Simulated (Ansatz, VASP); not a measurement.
# SiC (Moissanite 3C): VASP beside Ansatz, part 2 of 2

Aim: how closely do two programs agree when they are given the same cell, functional and k mesh?

VASP 6.6.1 and Ansatz 0.2.0.

So far. Step 3 (VASP: band structure, LDA): The run ends at a pressure of -4.10 GPa. Step 5 (VASP: band structure, PBE): The run ends at a pressure of 3.11 GPa.

**6. Ansatz: band structure, PBE**

Level of this step: Ansatz beside VASP: Kohn-Sham DFT, plane waves, PBE (Ansatz).

The same cell, functional, mesh and smearing now go to Ansatz, which takes its cutoff from its data sets.

The cell is taken from a series of VASP runs on this material, whose earlier steps may have relaxed, scaled or displaced it; both programs get it as it stands.

input.yaml

```yaml
crystal:
  lattice:
    - [0.0, 2.179, 2.179]
    - [2.179, 0.0, 2.179]
    - [2.179, 2.179, 0.0]
  atoms:
    - { symbol: Si, position: [0.0, 0.0, 0.0] }
    - { symbol: C, position: [0.75, 0.75, 0.75] }
hamiltonian:
  xc: pbe
  pseudopotentials: { kind: paw }
kpoints:
  mp_grid: { grid: [8, 8, 8] }
  band_path:
    path:
      - [0.0, 0.0, 0.0]
      - [0.16667, 0.0, 0.16667]
      - [0.33333, 0.0, 0.33333]
      - [0.5, 0.0, 0.5]
      - [0.5, 0.08333, 0.58333]
      - [0.5, 0.19444, 0.69444]
      - [0.5, 0.25, 0.75]
      - [0.45833, 0.29167, 0.75]
      - [0.40278, 0.34722, 0.75]
      - [0.375, 0.375, 0.75]
      - [0.20833, 0.20833, 0.41667]
      - [0.08333, 0.08333, 0.16667]
      - [0.0, 0.0, 0.0]
      - [0.22222, 0.22222, 0.22222]
      - [0.38889, 0.38889, 0.38889]
      - [0.51389, 0.47222, 0.51389]
      - [0.55556, 0.38889, 0.55556]
      - [0.61111, 0.27778, 0.61111]
      - [0.61111, 0.25, 0.63889]
      - [0.56944, 0.25, 0.68056]
      - [0.51389, 0.25, 0.73611]
      - [0.5, 0.27778, 0.72222]
      - [0.5, 0.38889, 0.61111]
      - [0.5, 0.47222, 0.52778]
      - [0.48611, 0.48611, 0.52778]
      - [0.43056, 0.43056, 0.63889]
      - [0.38889, 0.38889, 0.72222]
      - [0.59722, 0.19444, 0.59722]
      - [0.55556, 0.11111, 0.55556]
      - [0.5, 0.0, 0.5]
    npoints: 1
scf:
  occupations: { method: gaussian, width: 0.03 }
  n_extra_bands: 7
output:
  forces: true
  stress: true
  eigenvalues: true
  write_density: true
  write_potential: true
  elf: true
  volumetric_format: npy
```

Run with:

```console
> ansatz run input.yaml --threads 2 --pin off --max-ram 4608MiB --backend cpu --events-out ev --progress --plain --runs-dir out
```

Numbers of over 12 decimals in the logs are rounded to 6 here.

Log:

```text
[...]
Crystal: 2 atoms, lattice volume = 20.692 Å³
Basis set: ecut = 420 eV, 411 PW (Γ), exchange–correlation on 48×48×48 points (8 copies of the dense FFT grid, shifted against one another)
Bands: 11, of which v1, the nominal top of the filled ones, is band 4 counted from 1 (3 counted from 0)
Symmetry: 24 space group operations
[...]
k-points: 29 of 512 (time reversal used)
[...]
--- Band table (eV; the first three rows and the last of 29) ---
  k-point 0: bands = [-5.9237, 9.4806, 9.4806, 9.4806, 15.6941, 16.7894, 16.7894, 16.7894, ... 3 higher]
  k-point 1: bands = [-5.6190, 7.9968, 9.2799, 9.2799, 15.9420, 17.1402, 17.1402, 17.3076, ... 3 higher]
  k-point 2: bands = [-4.7280, 5.1884, 8.8748, 8.8748, 15.4634, 17.3890, 17.3890, 18.8225, ... 3 higher]
  k-point 28: bands = [-0.6739, 2.4574, 4.4934, 4.7956, 14.6883, 18.9174, 18.9357, 19.2514, ... 3 higher]
[key lines of the parts left out:]
SCF converged after 6 iterations
Free energy (F): -887.155857 eV
Fermi energy:    10.159922 eV
P = ⅓ Tr σ = 3.2695 GPa (32.695 kbar)
```

Wall time 1.5 s (2 threads of Arm Neoverse N1, shared host); peak memory 0.26 GiB; 2.4 s of CPU time.

**7. Comparison**

What differs besides the data sets and the points named for the pairs above, as far as they apply: VASP leaves aspherical gradient terms in its spheres out (LASPH is not set), Ansatz keeps them. Total energies have different zeros and are not compared.

Both answers:

```tsv
quantity	Ansatz	VASP	difference
pressure (GPa)	3.27	3.11	+0.16
pressure without Ansatz's Pulay correction (GPa)	2.98	3.11	-0.12
gap over the path points (eV)	1.359	1.356	+0.003
```

Levels at points of the path, from each program's valence-band top (eV; 3 filled, then empty):

```tsv
k (reciprocal lattice)	Ansatz	VASP
0.000 0.000 0.000	0.00 0.00 0.00 6.21 7.31 7.31	0.00 0.00 0.00 6.23 7.31 7.31
0.167 0.000 0.167	-1.80 -1.11 -1.11 5.54 7.33 9.04	-1.80 -1.11 -1.11 5.54 7.34 9.04
0.333 0.000 0.333	-5.06 -2.61 -2.61 2.64 5.21 12.14	-5.06 -2.61 -2.61 2.64 5.21 12.15
0.500 0.000 0.500	-7.80 -3.19 -3.19 1.36 4.33 14.02	-7.80 -3.19 -3.19 1.36 4.32 14.04
0.500 0.083 0.583	-7.66 -3.66 -3.63 2.21 5.13 12.98	-7.65 -3.66 -3.63 2.21 5.13 13.00
0.500 0.194 0.694	-7.16 -4.75 -4.55 4.58 7.89 10.14	-7.16 -4.75 -4.55 4.58 7.89 10.15
0.500 0.250 0.750	-7.02 -4.99 -4.68 5.21 9.44 9.46	-7.02 -4.99 -4.69 5.21 9.45 9.46
0.458 0.292 0.750	-7.10 -5.24 -4.06 4.73 8.39 9.99	-7.09 -5.24 -4.07 4.73 8.39 10.00
0.403 0.347 0.750	-7.25 -5.50 -2.83 3.38 7.82 11.33	-7.25 -5.51 -2.83 3.38 7.82 11.34
0.375 0.375 0.750	-7.27 -5.54 -2.59 3.11 7.77 11.84	-7.27 -5.54 -2.59 3.11 7.77 11.85
```

Among the levels compared at these points, filled levels agree within 3 meV and empty ones within 19 meV. Ansatz's pressure holds a Pulay correction of 0.29 GPa; VASP's holds none.

**8. VASP: dielectric response, LDA**

The response to a field tests empty states and converges slowly with the mesh.

INCAR

```
SYSTEM = SiC
PREC = Accurate
ENCUT = 460
EDIFF = 1E-08
NELM = 100
ISMEAR = 0
SIGMA = 0.01
LREAL = .FALSE.
ALGO = Normal
GGA = CA
NBANDS = 10
LORBIT = 11
LWAVE = .FALSE.
LCHARG = .FALSE.
KPAR = 4
LEPSILON = .TRUE.
```

POSCAR

```
SiC
1.0
    0.0000000000      2.1790000000      2.1790000000
    2.1790000000      0.0000000000      2.1790000000
    2.1790000000      2.1790000000      0.0000000000
Si C
1 1
Direct
    0.0000000000      0.0000000000      0.0000000000
    0.7500000000      0.7500000000      0.7500000000
```

KPOINTS

```
Automatic mesh
0
Gamma
12 12 12
0 0 0
```

The projector-augmented-wave data sets are Si and C (LDA family, release 64).

Run with:

```console
> mpirun -np 4 vasp_std
```

Log:

```text
[... set-up lines as in an earlier step ...]
 entering main loop
       N       E                     dE             d eps       ncg     rms          rms(c)
DAV:   1    -0.599795031887E-01   -0.59980E-01   -0.37549E+03  1522   0.608E+02
DAV:   2    -0.181758877246E+02   -0.18116E+02   -0.17424E+02  1936   0.105E+02
DAV:   3    -0.186702778179E+02   -0.49439E+00   -0.49373E+00  1676   0.152E+01
DAV:   4    -0.186723647282E+02   -0.20869E-02   -0.20868E-02  1690   0.126E+00
[...]
DAV:  11    -0.166398391538E+02   -0.24527E-06   -0.37567E-06  1738   0.127E-02    0.124E-02
DAV:  12    -0.166398389240E+02    0.22975E-06   -0.65091E-07  1500   0.421E-03    0.679E-04
DAV:  13    -0.166398389269E+02   -0.29098E-08   -0.27401E-08  1598   0.107E-03
   1 F= -.16639839E+02 E0= -.16639839E+02  d E =-.434619E-88
 Linear response reoptimize wavefunctions to high precision
DAV:   1    -0.166398389296E+02   -0.26911E-08   -0.39470E-10  1020   0.143E-04
DAV:   2    -0.166398389296E+02   -0.82991E-11   -0.12499E-11   766   0.310E-05
 Linear response G [H, r] |phi>, progress :
  Direction:   1
[...]
RMM:   9    -0.362722870513E+00    0.87993E-06   -0.70966E-10  8208   0.127E-04    0.205E-05
RMM:  10    -0.362723038699E+00   -0.16819E-06    0.38682E-10  5356   0.297E-05    0.787E-06
 change of polarisation eV/A/(eV/A) component  2 :     0.128     0.685     0.133
 dielectric tensor                  component  2 :     1.117     6.992     1.159
 Linear response to external field, progress :
  Direction:   3
       N       E                     dE             d eps       ncg     rms          rms(c)
RMM:   1    -0.352138734868E+00   -0.35214E+00   -0.14107E+00 12847   0.255E+00
RMM:   2    -0.361196717849E+00   -0.90580E-02   -0.27026E-03  8953   0.368E-01    0.878E-01
RMM:   3    -0.351266580596E+00    0.99301E-02   -0.50107E-03  8962   0.419E-01    0.509E-01
RMM:   4    -0.360544723631E+00   -0.92781E-02   -0.61621E-03  9017   0.467E-01    0.742E-02
[...]
RMM:   8    -0.362723755605E+00   -0.36027E-05   -0.47983E-09  9964   0.407E-04    0.114E-04
RMM:   9    -0.362722875295E+00    0.88031E-06   -0.10600E-09  8215   0.127E-04    0.205E-05
RMM:  10    -0.362723042383E+00   -0.16709E-06   -0.16442E-10  5359   0.297E-05    0.788E-06
 change of polarisation eV/A/(eV/A) component  3 :     0.107     0.173     0.685
 dielectric tensor                  component  3 :     0.938     1.515     6.992
 Born effective charges drift removed
```

Parts of OUTCAR (step 8):

```text
  Total       -0.5312719     -0.5312719     -0.5312719     -0.0000000      0.0000000     -0.0000000
  in kB      -41.1363515    -41.1363515    -41.1363515     -0.0000000      0.0000000     -0.0000000
  external PRESSURE =     -41.1363515 kB  Pullay stress =       0.0000000 kB

 POSITION                                       TOTAL-FORCE (eV/Angst)
 -----------------------------------------------------------------------------------
      0.00000      0.00000      0.00000        -0.000000      0.000000      0.000000
      3.26850      3.26850      3.26850         0.000000     -0.000000     -0.000000
 -----------------------------------------------------------------------------------
    total drift:                               -0.000000     -0.000000     -0.000000

 MACROSCOPIC STATIC DIELECTRIC TENSOR (including local field effects in DFT)
 ------------------------------------------------------
           6.991936     0.000000     0.000000
           0.000000     6.991936    -0.000000
           0.000000    -0.000000     6.991936
 ------------------------------------------------------

[... 1 part as in an earlier step ...]

[... 1 further part left out ...]
```

**9. Ansatz: dielectric response, LDA**

The same cell, functional (in two slightly different forms) and mesh now go to Ansatz, which takes its cutoff from its data sets.

The cell is taken from a series of VASP runs on this material, whose earlier steps may have relaxed, scaled or displaced it; both programs get it as it stands.

input.yaml

```yaml
crystal:
  lattice:
    - [0.0, 2.179, 2.179]
    - [2.179, 0.0, 2.179]
    - [2.179, 2.179, 0.0]
  atoms:
    - { symbol: Si, position: [0.0, 0.0, 0.0] }
    - { symbol: C, position: [0.75, 0.75, 0.75] }
hamiltonian:
  xc: lda
  pseudopotentials: { kind: paw }
kpoints:
  mp_grid: { grid: [12, 12, 12] }
scf:
  occupations: { method: fixed }
dielectric:
  method: response
```

Run with:

```console
> ansatz run input.yaml --threads 2 --pin off --max-ram 4608MiB --backend cpu --events-out ev --progress --plain --runs-dir out
```

Log:

```text
[...]
Crystal: 2 atoms, lattice volume = 20.692 Å³
Basis set: ecut = 420 eV, 411 PW (Γ), exchange–correlation on 48×48×48 points (8 copies of the dense FFT grid, shifted against one another)
Bands: 8, of which v1, the nominal top of the filled ones, is band 4 counted from 1 (3 counted from 0)
Symmetry: 24 space group operations
k-points: 280 of 1728 (irreducible under 4 space group operations, time reversal used)
[...]
site 0:
         2.71619    0.00000    0.00000
         0.00000    2.71619    0.00000
         0.00000    0.00000    2.71619
    site 1:
        -2.71619    0.00000   -0.00000
        -0.00000   -2.71619   -0.00000
        -0.00000   -0.00000   -2.71619
  Z* charge neutrality: 1.138e-3 e pre-enforcement
  solved inside a basis spanned on kpoints, on 12×12×12 k-points, its susceptibility summed on 16×16×16: ε∞ is read to err by 2.0e-2, Z* by 9.7e-3 e (field_mesh: kpoints solves on kpoints); Z* is corrected for what the basis lacks
[key lines of the parts left out:]
SCF converged after 7 iterations
Free energy (F): -852.194960 eV
Fermi energy:    9.243855 eV
```

The job ended after 27 s (2 threads; peak memory 0.47 GiB; 52 s of CPU time).

**10. Differences**

What differs besides the data sets and the points named for the pairs above, as far as they apply: VASP's response is taken on the typed mesh, Ansatz refines its own for the field response alone. Total energies have different zeros and are not compared.

The two programs side by side:

```tsv
quantity	Ansatz	VASP	difference
ε∞ xx	6.97	6.99	-0.25 %
ε∞ yy	6.97	6.99	-0.25 %
ε∞ zz	6.97	6.99	-0.25 %
Born charge of Si1 (mean of the diagonal) (e)	2.72	2.70	+0.02
Born charge of C2 (mean of the diagonal) (e)	-2.72	-2.70	-0.02
```

**11. Outcome**

- difference in gap over the path points (band structure, LDA): 0.013 eV
- difference in gap over the path points (band structure, PBE): 0.0029 eV
- difference in ε∞ xx (dielectric response, LDA): -0.25 %

The difference in gap over the path points is 0.013 eV (band structure, LDA), within the 0.08 eV picked in this series as the mark of a large difference. 2 further runs of this series are not shown here. Such differences can come from data sets, numerical settings and the points named under the comparisons, not from the functional's error against experiment.

[Lines on the potential files, build, host, timing and source positions are cut from VASP's logs without a mark.]

[Logs are printed without paths, hosts, clocks, repeated set-up lines and the standing remarks that a program may print on its own settings, such as how far it seeks lower states.]

[Hosts, paths, dates, database ids (printed as entryN), source tags and the programs' standing remarks are cut or masked in the printed files.]
